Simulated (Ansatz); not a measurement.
Runs of Ansatz 0.2.0 on Cu. The structure is hexagonal, space group P6_3/mmc (No. 194). The conventional cell has a = 2.534 Å, b = 2.534 Å, c = 4.113 Å, α = 90.00°, β = 90.00°, γ = 120.00°. Around Cu (site symmetry -6m2) lie 12 Cu at 2.52 to 2.53 Å. This isn't the form of Cu at room conditions, which is fcc.

```csv
task,level,cell,cutoff (eV),smearing,points for each segment of the path,gap on the mesh (eV),pressure (GPa),relaxed volume (Å³/atom)
band structure,r2SCAN,as given,500,fermi-dirac 0.05 eV,14,none,0.4,-
single point,PBE,as given,420,gaussian 0.013 eV,-,none,7.3,-
single point,PBE,as given,420,gaussian 0.015 eV,-,none,7.3,-
single point,PBE,as given,420,gaussian 0.012 eV,-,none,7.3,-
band structure,BLYP,as given,420,fermi-dirac 0.05 eV,14,none,(a),-
single point,PBE,as given,420,gaussian 0.014 eV,-,none,7.3,-
single point,PBE,as given,420,gaussian 0.016 eV,-,none,7.3,-
relaxation of cell and atoms,BLYP,relaxed,420,fermi-dirac 0.05 eV,-,none,0.0,12.74
relaxation of cell and atoms,revPBE,relaxed,420,fermi-dirac 0.05 eV,-,none,0.0,12.30
```

Alike in all rows: potentials or basis Ansatz PAW; no spin polarisation; k mesh 12 × 12 × 7.

Problem. Estimate the missing entries.

Solution. (a) 16.0.

Caveats: the PAW data sets come from PBE, with cores solved anew for the run's functional, which leaves a small shift of forces and pressure (some runs); the plane-wave basis is chosen anew once the cell has moved, so the energies of steps on either side of that aren't comparable (some runs); so large a pressure means that the cell lies far from this level's equilibrium, or that cutoff or potentials fall short (some runs).

A gap of «none» marks a metal or a gap under the smearing width.
